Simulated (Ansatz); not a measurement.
**Structure search for CaB2**

These are results of Ansatz 0.2.0, DFT PBE, scalar-relativistic, plane waves, PAW, not measurements. Settings: cutoff 420 eV, Γ-centred meshes spaced at most about 0.3 Å⁻¹, and about 0.25 Å⁻¹ or finer for metals (2π included), Gaussian smearing. No spin polarisation.

The zero of energy is the elements' standard structures at the same level; no fitted shifts are applied.

Temperature and zero-point effects are left out. The comparison covers the computed candidates alone. For metals, differences of a few meV/atom aren't resolved.

Invented guesses and database cells were relaxed alike, and ends that match in structure were merged. ΔE counts from the first row. Coordination counts B atoms around Ca (those within 1.25 times the shortest such distance or 1.15 times the sum of covalent radii; a plus sign parts nearer from farther groups). The ends were matched against large subsets of the Crystallography Open Database and the Materials Project, so a missing match doesn't prove that a structure is unreported.

| # | reached from | type and space group | atoms | Å³/atom | coordination | ΔE (meV/atom) | gap on mesh (eV) | in databases |
| --- | --- | --- | --- | --- | --- | --- | --- | --- |
| 1 | a Materials Project cell | AlB2, P6/mmm (No. 191) | 3 | 12.2 | Ca 12 | 0 | 0.00 | Materials Project |
| 2 | ThSi2 type (I4_1/amd) | ThSi2, I4_1/amd (No. 141) | 6 | 12.3 | Ca 12 | 289 | 0.00 | no match |
| 3 | 3R molybdenite type (R3m) | R3m (No. 160) | 3 | 13.1 | Ca 7+3 | 291 | 0.00 | no match |
| 4 | ZrSi2 type (Cmcm) | Cmcm (No. 63) | 6 | 14.0 | Ca 10 | 658 | 0.00 | no match |
| 5 | MoSi2 (C11b) type (I4/mmm) | MoSi2 (C11b), I4/mmm (No. 139) | 3 | 12.1 | Ca 2+8 | 1081 | 0.00 | no match |
| 6 | 4-, 6-connected net, elements by coordination | R-3m (No. 166) | 3 | 18.8 | Ca 6 | 1312 | 0.00 | no match |
| 7 | anti-cuprite type (Pn-3m) | anti-cuprite, Pn-3m (No. 224) | 6 | 34.1 | Ca 4 | 3149 | 0.00 | no match |

The lowest: Space group P6/mmm (No. 191), hexagonal, a = 3.220 Å, c = 4.070 Å. Around Ca lie 12 B at 2.76 Å; B is surrounded by 3 B at 1.86 Å and 6 Ca at 2.76 Å. Its energy over the elements is −0.14 eV/atom. It lies below the elements, which doesn't yet make it stable against other compounds or structures. Materials Project cells can be hypothetical, and an observed structure of this formula, if there is one, may be missing.

```cif
data_structure
_symmetry_space_group_name_H-M 'P6/mmm'
_symmetry_Int_Tables_number 191
_cell_length_a 3.2198
_cell_length_b 3.2198
_cell_length_c 4.0702
_cell_angle_alpha 90.000
_cell_angle_beta 90.000
_cell_angle_gamma 120.000
_cell_volume 36.54
loop_
_atom_site_label
_atom_site_type_symbol
_atom_site_symmetry_multiplicity
_atom_site_Wyckoff_symbol
_atom_site_fract_x
_atom_site_fract_y
_atom_site_fract_z
_atom_site_occupancy
Ca1 Ca 1 a 0.00000 0.00000 0.00000 1
B1 B 2 d 0.33333 0.66667 0.50000 1
```

The second: Space group I4_1/amd (No. 141), tetragonal, a = 3.572 Å, c = 11.550 Å. Around Ca lie 12 B at 2.64–2.69 Å; B has 1 B at 1.88 Å, 2 B at 2.05 Å and 6 Ca at 2.64–2.69 Å. Counting B atoms around Ca, the first and the second both have Ca 12. The first holds B–B nets (shortest 1.86 Å); the second holds B–B pairs (shortest 1.88 Å). Cells relaxed within their symmetry can be saddle points. Some types were kept out of the candidates beforehand, so the set may lack a known form.
